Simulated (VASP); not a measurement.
# MgO in VASP: one cell, several levels of theory, part 2 of 2

VASP 6.6.1, plane waves, PAW.

## (3) r2SCAN at this geometry

Contents of INCAR:

```
ENCUT = 520.000000
SIGMA = 0.010000
EDIFF = 1.00e-07
ALGO = Normal
METAGGA = R2SCAN
PREC = Accurate
IBRION = -1
ISIF = 2
ISMEAR = 0
NBANDS = 11
NELM = 120
NSW = 0
LASPH = .TRUE.
LCHARG = .TRUE.
LELF = .TRUE.
LWAVE = .FALSE.
LREAL = .FALSE.
```

Contents of KPOINTS:

```
KPOINTS created by Atomic Simulation Environment
0
Gamma
10 10 10
0 0 0
```

Contents of KPOINTS_OPT:

```
special points
6
Reciprocal
0.0000000000 0.0000000000 0.0000000000 1
0.5000000000 0.0000000000 0.5000000000 1
0.6250000000 0.2500000000 0.6250000000 1
0.3750000000 0.3750000000 0.7500000000 1
0.5000000000 0.5000000000 0.5000000000 1
0.5000000000 0.2500000000 0.7500000000 1
```

Contents of POSCAR:

```
Mg O
 1.0000000000000000
     0.0000000000000000    2.1862541120999999    2.1862541120999999
     2.1862541120999999    0.0000000000000000    2.1862541120999999
     2.1862541120999999    2.1862541120999999    0.0000000000000000
 Mg  O
   1   1
Cartesian
  0.0000000000000000  0.0000000000000000  0.0000000000000000
  2.1862541121000003  2.1862541121000003  2.1862541121000003
```

The run is started by

```console
$ mpirun -np 1 vasp_std
```

Standard output, without the iteration lines:

```text
POSCAR found type information on POSCAR MgO
 POSCAR found :  2 types and       2 ions
 -----------------------------------------------------------------------------
|                                                                             |
|                                                                             |
|     You enforced a specific xc type in the INCAR file but a different       |
|     I HOPE YOU KNOW WHAT YOU ARE DOING!                                     |
|                                                                             |
 -----------------------------------------------------------------------------

 LDA part: xc-table for (None), standard interpolation
 POSCAR, INCAR and KPOINTS ok, starting setup
 FFT: planning ... GRIDC
 FFT: planning ... GRID_SOFT
 FFT: planning ... GRID
 WAVECAR not read
 entering main loop
 Start KPOINTS_OPT (optional k-point list driver)
k-point batch [1-6\6]
```

OSZICAR:

```text
N       E                     dE             d eps       ncg     rms          rms(c)
DAV:   1     0.941814388407E+01    0.94181E+01   -0.45856E+03  1162   0.655E+02
DAV:   2    -0.191048670406E+02   -0.28523E+02   -0.27155E+02  1203   0.138E+02
DAV:   3    -0.198078960762E+02   -0.70303E+00   -0.70240E+00  1258   0.190E+01
DAV:   4    -0.198097510458E+02   -0.18550E-02   -0.18549E-02  1118   0.114E+00
DAV:   5    -0.198097583264E+02   -0.72806E-05   -0.72806E-05  1214   0.706E-02    0.675E+00
DAV:   6    -0.159253635934E+02    0.38844E+01   -0.60940E+00  1079   0.128E+01    0.198E+00
DAV:   7    -0.160143360949E+02   -0.88973E-01   -0.16292E-01  1166   0.298E+00    0.145E+00
DAV:   8    -0.160278203664E+02   -0.13484E-01   -0.62951E-02  1079   0.253E+00    0.503E-01
DAV:   9    -0.160250496338E+02    0.27707E-02   -0.81435E-03  1127   0.596E-01    0.152E-01
DAV:  10    -0.160249663328E+02    0.83301E-04   -0.91765E-04  1142   0.218E-01    0.175E-02
DAV:  11    -0.160249830843E+02   -0.16751E-04   -0.15719E-05  1142   0.308E-02    0.627E-03
DAV:  12    -0.160249850158E+02   -0.19316E-05   -0.44688E-07  1160   0.433E-03    0.375E-03
DAV:  13    -0.160249848064E+02    0.20940E-06   -0.76604E-07  1115   0.611E-03    0.155E-04
DAV:  14    -0.160249846205E+02    0.18590E-06   -0.36491E-09   565   0.596E-04    0.220E-04
DAV:  15    -0.160249845253E+02    0.95221E-07   -0.25510E-09   559   0.300E-04
   1 F= -.16024985E+02 E0= -.16024985E+02  d E =-.323913E-33
       N       E                     dE             ncg
DAV:   1     0.572355909363E+03   -0.20478E+04      164
DAV:   2     0.429216179960E+03   -0.14314E+03      144
DAV:   3     0.425866496411E+03   -0.33497E+01      170
DAV:   4     0.425858970023E+03   -0.75264E-02      147
DAV:   5     0.425858940286E+03   -0.29737E-04      159
DAV:   6     0.425858940101E+03   -0.18513E-06      150
DAV:   7     0.425858940100E+03   -0.96929E-09      124
```

From OUTCAR:

```text
k-points           NKPTS =     47   k-points in BZ     NKDIM =     47   number of bands    NBANDS=     11

   NELECT =       8.0000    total number of electrons

   dimension x,y,z NGX =    24 NGY =   24 NGZ =   24
   dimension x,y,z NGXF=    48 NGYF=   48 NGZF=   48

  energy-cutoff  :      520.00
  volume of cell :       20.90
      direct lattice vectors                 reciprocal lattice vectors
     0.000000000  2.186254112  2.186254112    -0.228701685  0.228701685  0.228701685
     2.186254112  0.000000000  2.186254112     0.228701685 -0.228701685  0.228701685
     2.186254112  2.186254112  0.000000000     0.228701685  0.228701685 -0.228701685

 k-points in reciprocal lattice and weights: KPOINTS created by Atomic Simulation Env
   0.00000000  0.00000000  0.00000000       0.001
   0.10000000  0.00000000  0.00000000       0.008
   0.20000000  0.00000000  0.00000000       0.008
   0.30000000  0.00000000  0.00000000       0.008
   0.40000000  0.00000000  0.00000000       0.008
   0.50000000  0.00000000  0.00000000       0.004
   0.10000000  0.10000000  0.00000000       0.006
   0.20000000  0.10000000  0.00000000       0.024
[... 39 more k-points ...]

 E-fermi :   2.0856

 k-point     1 :       0.0000    0.0000    0.0000
  band No.  band energies     occupation
      1     -15.6637      2.00000
      2       2.0043      2.00000
      3       2.0043      2.00000
      4       2.0043      2.00000
      5       6.5494      0.00000
      6      18.1697      0.00000
      7      18.1697      0.00000
      8      18.1697      0.00000
      9      22.0050      0.00000
     10      23.6566      0.00000
     11      23.6566      0.00000

 k-point     2 :       0.1000    0.0000    0.0000
  band No.  band energies     occupation
      1     -15.5796      2.00000
      2       1.4034      2.00000
      3       1.9472      2.00000
      4       1.9472      2.00000
      5       7.1672      0.00000
      6      16.9543      0.00000
      7      18.3795      0.00000
      8      18.3795      0.00000
      9      22.7676      0.00000
     10      22.7676      0.00000
     11      23.4785      0.00000

 k-point     3 :       0.2000    0.0000    0.0000
  band No.  band energies     occupation
      1     -15.3498      2.00000
      2       0.1993      2.00000
      3       1.8021      2.00000
      4       1.8021      2.00000
      5       8.3804      0.00000
      6      15.4134      0.00000
      7      18.7509      0.00000
      8      18.7509      0.00000
      9      22.0548      0.00000
     10      22.0548      0.00000
     11      23.9078      0.00000

 k-point     4 :       0.3000    0.0000    0.0000
  band No.  band energies     occupation
      1     -15.0454      2.00000
      2      -0.9813      2.00000
      3       1.6304      2.00000
      4       1.6304      2.00000
      5       9.4334      0.00000
      6      14.5638      0.00000
      7      18.6978      0.00000
      8      18.6978      0.00000
      9      22.5595      0.00000
     10      22.5595      0.00000
     11      23.3065      0.00000

 k-point     5 :       0.4000    0.0000    0.0000
  band No.  band energies     occupation
      1     -14.7793      2.00000
      2      -1.8248      2.00000
      3       1.4973      2.00000
      4       1.4973      2.00000
      5       9.9598      0.00000
      6      14.4298      0.00000
      7      18.3966      0.00000
      8      18.3966      0.00000
      9      22.8377      0.00000
     10      23.8042      0.00000
     11      23.8042      0.00000

 k-point     6 :       0.5000    0.0000    0.0000
  band No.  band energies     occupation
      1     -14.6722      2.00000
      2      -2.1319      2.00000
      3       1.4477      2.00000
      4       1.4477      2.00000
      5      10.0782      0.00000
      6      14.5040      0.00000
      7      18.2619      0.00000
      8      18.2619      0.00000
      9      22.6825      0.00000
     10      24.5127      0.00000
     11      24.5127      0.00000

 k-point     7 :       0.1000    0.1000    0.0000
  band No.  band energies     occupation
      1     -15.5523      2.00000
      2       1.3429      2.00000
      3       1.8688      2.00000
      4       1.8688      2.00000
      5       7.3647      0.00000
      6      16.6528      0.00000
      7      18.4292      0.00000
      8      18.4292      0.00000
      9      21.4574      0.00000
     10      23.9513      0.00000
     11      24.1638      0.00000

 k-point     8 :       0.2000    0.1000    0.0000
  band No.  band energies     occupation
      1     -15.3728      2.00000
      2       0.4552      2.00000
      3       1.7094      2.00000
      4       1.7363      2.00000
      5       8.3656      0.00000
      6      15.4144      0.00000
      7      18.6648      0.00000
      8      18.7441      0.00000
      9      20.4009      0.00000
     10      23.6349      0.00000
     11      25.2159      0.00000

 k-point     9 :       0.3000    0.1000    0.0000
  band No.  band energies     occupation
      1     -15.0951      2.00000
      2      -0.6315      2.00000
      3       1.5318      2.00000
      4       1.5354      2.00000
      5       9.5046      0.00000
      6      14.5007      0.00000
      7      18.1633      0.00000
      8      18.8697      0.00000
      9      20.8712      0.00000
     10      23.7092      0.00000
     11      24.8110      0.00000

 k-point    10 :       0.4000    0.1000    0.0000
  band No.  band energies     occupation
      1     -14.8161      2.00000
      2      -1.5195      2.00000
      3       1.3091      2.00000
      4       1.4114      2.00000
      5      10.2547      0.00000
      6      14.2697      0.00000
      7      17.5401      0.00000
      8      18.6810      0.00000
      9      22.0617      0.00000
     10      24.4328      0.00000
     11      24.4711      0.00000

 k-point    11 :       0.5000    0.1000    0.0000
  band No.  band energies     occupation
      1     -14.6540      2.00000
      2      -1.9751      2.00000
      3       1.1512      2.00000
      4       1.3784      2.00000
      5      10.5092      0.00000
      6      14.4090      0.00000
      7      17.2497      0.00000
      8      18.4976      0.00000
      9      23.0929      0.00000
     10      24.3112      0.00000
     11      24.8158      0.00000

 k-point    12 :      -0.4000    0.1000    0.0000
  band No.  band energies     occupation
      1     -14.6887      2.00000
      2      -1.8768      2.00000
      3       1.1120      2.00000
      4       1.4468      2.00000
      5      10.4759      0.00000
      6      14.3893      0.00000
      7      17.2940      0.00000
      8      18.5468      0.00000
      9      23.6711      0.00000
     10      23.7398      0.00000
     11      24.2873      0.00000

 k-point    13 :      -0.3000    0.1000    0.0000
  band No.  band energies     occupation
      1     -14.9022      2.00000
      2      -1.2548      2.00000
      3       1.2093      2.00000
      4       1.5949      2.00000
      5      10.0784      0.00000
      6      14.3416      0.00000
      7      17.6430      0.00000
      8      18.8940      0.00000
      9      22.0116      0.00000
     10      23.5416      0.00000
     11      24.4715      0.00000

 k-point    14 :      -0.2000    0.1000    0.0000
  band No.  band energies     occupation
      1     -15.1938      2.00000
      2      -0.2838      2.00000
      3       1.4254      2.00000
      4       1.7717      2.00000
      5       9.1394      0.00000
      6      14.8278      0.00000
      7      18.1282      0.00000
      8      19.2955      0.00000
      9      20.7822      0.00000
     10      22.9777      0.00000
     11      24.9269      0.00000

 k-point    15 :      -0.1000    0.1000    0.0000
  band No.  band energies     occupation
      1     -15.4474      2.00000
      2       0.7440      2.00000
      3       1.7118      2.00000
      4       1.9090      2.00000
      5       7.9608      0.00000
      6      15.9122      0.00000
      7      18.3933      0.00000
      8      18.8107      0.00000
      9      21.3353      0.00000
     10      22.8747      0.00000
     11      24.7344      0.00000

 k-point    16 :       0.2000    0.2000    0.0000
  band No.  band energies     occupation
      1     -15.2562      2.00000
      2       0.1573      2.00000
      3       1.5360      2.00000
      4       1.5360      2.00000
      5       9.0060      0.00000
      6      14.6352      0.00000
      7      18.6446      0.00000
      8      19.0700      0.00000
      9      19.0700      0.00000
     10      24.8205      0.00000
     11      27.7127      0.00000

[... the tables of k-points 17 to 47 left out ...]

  Total       -2.1468487     -2.1468487     -2.1468487      0.0000000     -0.0000000      0.0000000
  in kB     -164.5811530   -164.5811530   -164.5811530      0.0000000     -0.0000000      0.0000000
  external PRESSURE =    -164.5811530 kB  Pullay stress =       0.0000000 kB

 POSITION                                       TOTAL-FORCE (eV/Angst)
 -----------------------------------------------------------------------------------
      0.00000      0.00000      0.00000         0.000000      0.000000      0.000000
      2.18625      2.18625      2.18625        -0.000000     -0.000000      0.000000
 -----------------------------------------------------------------------------------
    total drift:                               -0.000000     -0.000000      0.000000

  FREE ENERGIE OF THE ION-ELECTRON SYSTEM (eV)
  ---------------------------------------------------
  free  energy   TOTEN  =       -16.0249845253 eV

  energy  without entropy=      -16.0249845253  energy(sigma->0) =      -16.02498453
```

Hardware: 1 MPI rank of Intel Xeon Platinum 8488C, shared host.

The levels at the points of KPOINTS_OPT are read from vasprun.xml.

Band energies at the special points (eV, zero at the top of v, the last band that the electrons fill by count):

| point | v−1 | v | c | c+1 |
| --- | --- | --- | --- | --- |
| Γ | 0.00 | 0.00 | 4.55 | 16.17 |
| X | -1.22 | -1.22 | 9.85 | 9.85 |
| U | -2.41 | -1.02 | 10.44 | 11.65 |
| K | -2.41 | -1.02 | 10.44 | 11.65 |
| L | -0.56 | -0.56 | 8.07 | 12.50 |
| W | -2.63 | -1.58 | 11.90 | 11.90 |

r2SCAN gives a direct gap of 4.55 eV at Γ. The pressure is -16.46 GPa; the forces vanish within 0.01 eV/Å.

Axes a, b and c in the maps are those of this run's conventional cell (a, b, c = 4.373, 4.373, 4.373 Å).

Density in a lattice plane of the grid's cell (edges 4.37 and 4.37 Å, at 0.000 of the third edge), which holds Mg and O.

Values in e/Å³, 12 rows by 12 columns:
```
0.03 0.03 0.07 0.23 0.81 2.81 4.89 2.80 0.81 0.23 0.07 0.03
0.08 0.07 0.08 0.14 0.34 0.81 1.22 0.81 0.34 0.14 0.08 0.07
0.29 0.23 0.14 0.10 0.14 0.23 0.29 0.23 0.14 0.10 0.14 0.23
1.22 0.81 0.34 0.14 0.08 0.07 0.08 0.07 0.08 0.14 0.34 0.81
4.89 2.81 0.81 0.23 0.07 0.03 0.03 0.03 0.07 0.23 0.81 2.80
8.02 4.89 1.22 0.29 0.08 0.03 0.03 0.03 0.08 0.29 1.22 4.89
4.89 2.80 0.81 0.23 0.07 0.03 0.03 0.03 0.07 0.23 0.81 2.81
1.22 0.81 0.34 0.14 0.08 0.07 0.08 0.07 0.08 0.14 0.34 0.81
0.29 0.23 0.14 0.10 0.14 0.23 0.29 0.23 0.14 0.10 0.14 0.23
0.08 0.07 0.08 0.14 0.34 0.81 1.22 0.81 0.34 0.14 0.08 0.07
0.03 0.03 0.07 0.23 0.81 2.80 4.89 2.81 0.81 0.23 0.07 0.03
0.03 0.03 0.08 0.29 1.22 4.89 8.02 4.89 1.22 0.29 0.08 0.03
```
Columns run along the first of these edges and rows up along the second, over one cell in 12 and 12 even steps from the bottom left corner. Atoms in the plane (fractional): Mg at (0.00, 0.00), Mg at (0.50, 0.50), O at (0.00, 0.50), O at (0.50, 0.00).

ELF in the same plane.

Ten even steps from ' ' (0.00) to '@' (0.83):
```
        ::==##%%@@@@@@##**##@@@@@@%%##==::      
        ..--++##@@@@@@@@@@@@@@@@@@##++--..      
....      ..--++##@@@@@@@@@@@@@@##++--..      ..
++==--........--++##%%@@@@@@%%##++--........--==
####**==::......::==**######**==::......::==**##
@@@@%%##++--........--==++==--........--++##%%@@
@@@@@@@@##++--..      ......      ..--++##@@@@@@
@@@@@@@@@@##++--..              ..--++##@@@@@@@@
**##@@@@@@%%##==::              ::==##%%@@@@@@##
--++%%@@@@@@##++::              ::++##@@@@@@%%++
**##@@@@@@%%##==::              ::==##%%@@@@@@##
@@@@@@@@@@##++--..              ..--++##@@@@@@@@
@@@@@@@@##++--..      ......      ..--++##@@@@@@
@@@@%%##++--........--==++==--........--++##%%@@
####**==::......::==**######**==::......::==**##
++==--........--++##%%@@@@@@%%##++--........--==
....      ..--++##@@@@@@@@@@@@@@##++--..      ..
        ..--++##@@@@@@@@@@@@@@@@@@##++--..      
        ::==##%%@@@@@@##**##@@@@@@%%##==::      
        ::++##@@@@@@%%++--++%%@@@@@@##++::      
```
Columns run along the first of these edges and rows up along the second, over one cell in 24 and 20 even steps from the bottom left corner. Atoms in the plane (fractional): Mg at (0.00, 0.00), Mg at (0.50, 0.50), O at (0.00, 0.50), O at (0.50, 0.00).

Both are smooth fields of the valence electrons: close to the nuclei they are not physical.

Maxima of ELF outside the ion cores: 0.84 in the shell around O, 0.6 Å from O.

## (4) What came out

This closing draws on all 2 parts.

```
 level  gap (eV)  pressure (GPa)  Ansatz: gap (eV)  Ansatz: pressure (GPa)
   PBE      3.71          -11.13              3.73                  -10.39
r2SCAN      4.55          -16.46              4.57                  -15.43
```

The gap runs from 3.71 eV (PBE) to 4.55 eV (r2SCAN). At this one volume the pressure spans -16.5 GPa (r2SCAN) to -11.1 GPa (PBE): PBE wants the largest cell and r2SCAN the smallest. The two programs agree on the gap within 0.04 eV, far less than the spread between functionals. Each program uses its own PAW datasets and cutoff. VASP's cell holds 8 valence electrons and Ansatz's 16.
